Question: Reading an energy–volume scan of cubic HfO₂

I scaled a cell of cubic HfO₂ (the fluorite structure) uniformly through seven volumes and obtained an energy and a pressure for each. The energy is counted from the minimum of the equation-of-state curve fitted to all seven energies. A positive pressure means that the crystal pushes outward.

ABINIT 10.8.3, plane-wave DFT with revPBE, no dispersion correction and JTH PAW PBE v2.0 datasets, for uniformly scaled cubic HfO₂ (Fm-3m, 3-atom cell). The wave cutoff is 625.9 eV, the k mesh 9×9×9 and the Fermi–Dirac smearing 0.05 eV, without spin polarisation. Energies are counted from the minimum of the fitted equation of state; positive pressure pushes outward.

```
volume (Å³/atom)  energy (meV/atom)  pressure (GPa)
           10.48              25.56          14.180
           10.71               9.39           8.090
           10.93               1.31           2.620
           11.15               0.52          -2.280
           11.38               6.14          -6.690
           11.60              17.58         -10.650
           11.82              34.30         -14.220
```

My questions run from simple to harder:

1. At which volume is the crystal at rest?
2. Squeezing should cost more than stretching, so why is the last energy higher than the first?
3. Why do equal steps in volume change the pressure by less and less?
4. HfO₂ is used as a gate dielectric. What would a strain of 1 % in volume do to it?
5. The pressure passes through zero at a slightly smaller volume than the energy minimum. Which should I believe?
6. How many digits of the fitted volume and modulus can I trust, and would a higher cutoff change them?
7. If a larger ion of the same charge replaced Hf, could I read the new stiffness from my stretched rows?

Answer:

1. The rest point

It lies between the rows at 10.93 and 11.15. The two lowest energies are there, and the pressure changes from outward to inward. The fitted curve puts the minimum at 11.067 Å³/atom, where the Hf–O distance is 2.21 Å.

This is the rest point for uniform scaling only. The cubic form belongs to high temperature, and in a static lattice it can lower its energy by shifting its oxygen atoms in an alternating pattern. A three-atom cell has no room for that pattern, so the scan describes the ideal cubic crystal.

2. The higher energy at the stretched end

The scan is not centred on the minimum. The last row lies 0.75 Å³/atom from it, the first only 0.58. In a parabolic bowl the energy grows as the square of the displacement, so the last energy would be (0.75/0.58)², or about 1.7 times the first.

The table gives a ratio of only 34.30/25.56, or about 1.3. For equal squared displacement, then, the squeezed end does cost more, by about a quarter. Your expectation was right, but the raw energies hide it.

3. The shrinking pressure steps

The crystal softens as it expands. The ions are held together by electrostatic attraction, which changes slowly with distance, and held apart by the repulsion of overlapping closed electron shells, which fades quickly. Stiffness measures how fast the balance between the two shifts, and that is governed mainly by the steep repulsion. This explanation is standard bonding theory; the softening itself is in your numbers.

The bulk modulus B puts a figure on it. With V the volume and P the pressure,

B = −V ΔP/ΔV

taken between neighbouring rows. It falls from 289 GPa in the first interval to 187 GPa in the last, a loss of 35 %. Between the middles of these intervals the Hf–O bond grows by only 3.4 %. On a logarithmic scale, each per cent of bond length costs about 13 % of the modulus. The pressure steps themselves shrink by 41 %, a little more than the modulus, because an equal step is also a smaller fraction of a larger volume.

4. Strain in a gate dielectric

At the minimum the energy fit gives a modulus of 240.9 GPa. Holding the crystal 1 % larger in volume therefore takes a tension of about 240.9/100 = 2.4 GPa, pulling equally in all directions. That is a large stress for a small change of size.

The band gap hardly responds. The values at hand are gaps on the k mesh. A mesh of nine divisions centred on Γ does not contain the X point, where the top of the valence band of this structure is expected, so the true gap is probably somewhat smaller and its rate of change may differ a little. On the mesh it falls from 4.09 eV at the smallest volume to 3.76 eV at the largest, or about 0.03 eV per per cent of volume. A plausible reason is that ions further apart separate the filled oxygen levels less strongly from the empty hafnium levels, though the scan does not test this.

For tunnelling through a perfect film of fixed thickness, what counts most is the barrier that the oxide presents to electrons and to holes. The two barriers add up to the oxide gap less the gap of the semiconductor. If the semiconductor stays as it is, their sum falls by only 0.03 eV, which is little beside barriers of roughly an electronvolt or more. The scan cannot say how this change is divided: one barrier could shift by more if the other moved the opposite way. The gap itself is too small at this level of theory, so use its change and not its absolute value. These figures are for the ideal cubic crystal, whereas gate films are often amorphous or have another crystal structure. A film strained only in its plane would need its own calculation, and so would the permittivity, the main property for which HfO₂ is chosen.

5. Energy against pressure

Believe the energies. Pressure is minus the slope of energy against volume, so the two columns can be compared directly. From the row at 10.93 to the row at 11.38 the energy rises by 4.83 meV/atom over 0.446 Å³/atom (volumes before rounding), which corresponds to −1.73 GPa. The printed pressures of the three rows concerned, with the middle one weighted four times as in Simpson's rule, average −2.20 GPa.

The printed pressure is thus too low by 0.46 GPa (from the figures before rounding), and the neighbouring stretches of the scan give 0.52 and 0.47 GPa. The usual cause is the plane-wave basis. At a fixed cutoff a larger cell holds more plane waves, so each energy is computed with a basis of similar quality. The pressure is computed as if the set of waves stayed the same while the cell grew. The basis would then get coarser on expansion, which adds a false inward pull.

The offset also predicts how far apart the two rest points should lie. A false pressure δP shifts the volume by

δV = V₀ δP/B = 11.067 × 0.46/240.9 ≈ 0.021 Å³/atom

where V₀ is the volume at the energy minimum. A parabola through the printed pressures at 10.71, 10.93 and 11.15, giving volume as a function of pressure, crosses zero 0.021 Å³/atom below that minimum. The agreement is a check of consistency, since both figures come from the same calculations. It shows that the pressure offset accounts for the whole disagreement.

6. Digits and the cutoff

For the volume, 11.07 Å³/atom is a fair statement of what the energies say. The fitted curve misses them by only about 0.02 meV/atom, whereas the two lowest rows differ by 0.79 meV/atom. The printed pressures would give 11.05, so the choice of column already affects the second decimal.

The modulus depends only weakly on that choice. A nearly constant offset drops out when two pressures are subtracted. The pressures at 10.93 and 11.15 give 243 GPa, within 1 % of the value from the energies. That figure belongs to the middle of the interval, 11.04 Å³/atom, slightly on the squeezed side of the minimum, so a somewhat higher value is expected there from either column. I would quote about 240 GPa and drop the decimal.

A higher cutoff should raise the printed pressures towards the slope of the energies and leave the shape of the energy curve almost unchanged. That follows from the explanation in answer 5, and a second scan at a higher cutoff would test it. No cutoff will add the motion of the atoms, which normally expands and softens a crystal. Nor will it cure the functional. revPBE tends to make crystals too large and too soft, usually by more than the last digits quoted, and it is used here with datasets made for PBE. The digits above therefore describe a static lattice at this level of theory, not a warm sample.

7. A larger ion in place of Hf

No, the stretched rows would make the new crystal look far too soft. Stretching HfO₂ pulls its ions out of contact, so the repulsion that makes it stiff fades. A larger ion lengthens the bond too, but it fills the space and restores the contact. The new crystal is at rest at its longer bond, whereas yours is under tension there.

The simplest ionic model shows the difference. For a bond length r, write the energy as

E = −A/r + C/rⁿ

The first term is the attraction, set by the charges and the structure. The second is the repulsion, with C set by the size of the ions and n by its steepness. At the rest length r₀ the two forces balance, which fixes C. The curvature of the energy is then (n − 1)A/r₀³. Turning bond length into volume, which grows as r³, divides this by one more power of r₀:

B ∝ (n − 1)A/r₀⁴

Between two crystals with the same structure, charges and steepness, a bond longer by 1 % therefore lowers the modulus by about 4 %. In your stretched crystal the loss is about 13 %, because C stays that of Hf and O while the bond grows. The fourth power is theory and your scan does not test it. Real Hf–O bonds are also partly covalent, so treat it as a first guess for a related oxide. Use your own rows for HfO₂ under pressure or tension.
